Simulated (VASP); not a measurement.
A run of VASP 6.6.1 is set up as follows.

The input INCAR:

```
SYSTEM = SnS2
AGGAC    = 0.0          
ALGO     = Fast           ! electronic algorithm
EDIFF    = 1E-6           ! SCF threshold, eV
EDIFFG   = -0.005         ! ionic threshold
ENCUT    = 600            ! plane-wave cutoff, eV
GGA      = RE             ! functional
IBRION   = 2              ! ionic algorithm
ISIF     = 3              ! what is computed and relaxed
ISMEAR   = -1             ! smearing method
LASPH    = .TRUE.         ! aspherical terms in the spheres
LCHARG   = .FALSE.        ! write CHGCAR
LREAL    = .FALSE.        ! projectors in reciprocal space
LUSE_VDW = .TRUE.       
LWAVE    = .FALSE.        ! write WAVECAR
NELM     = 60             ! most SCF steps
NSW      = 40             ! ionic steps
PREC     = Accurate       ! precision mode
SIGMA    = 0.05           ! smearing width, eV
```

The input KPOINTS:

```
k-points
0
G
  8 8 5
  0 0 0
```

Contents of POSCAR:

```
SnS2
1.0
    3.6390000000      0.0000000000      0.0000000000
   -1.8195000000      3.1514664444      0.0000000000
    0.0000000000      0.0000000000      5.8680000000
Sn S
1 2
Direct
    0.0000000000      0.0000000000      0.0000000000
    0.6666666667      0.3333333333      0.7500000000
    0.3333333333      0.6666666667      0.2500000000
```

Potentials or basis: VASP PAW PBE potentials, release 64 (Sn_d, S).

Command:

```sh
$ cat potpaw_PBE.64/Sn_d/POTCAR potpaw_PBE.64/S/POTCAR > POTCAR
$ mpirun -np 1 vasp_std > vasp.out
```

(1) What does it give for the space group after relaxing (to 0.05 Å)?

(2) What does it give for the relaxed cell?

(3) Estimate the relaxed volume.

(4) What does it give for the band gap on the k mesh?

## Answers

(1) P-3m1 (No. 164).

(2) a = 3.765 Å, b = 3.765 Å, c = 6.251 Å, α = 90.00°, β = 90.00°, γ = 120.00°.

(3) 25.59 Å³/atom.

(4) 1.40 eV, indirect (least direct gap 1.61 eV).

Caveat: the PAW data sets were made with another functional, which shifts forces and pressure a little; spin-orbit coupling is left out, which moves the levels of the heavy elements; an odd mesh through Γ misses points on the zone boundary, where band edges often lie; the volume moved by +14 % from the deposited cell, more than functionals usually miss.
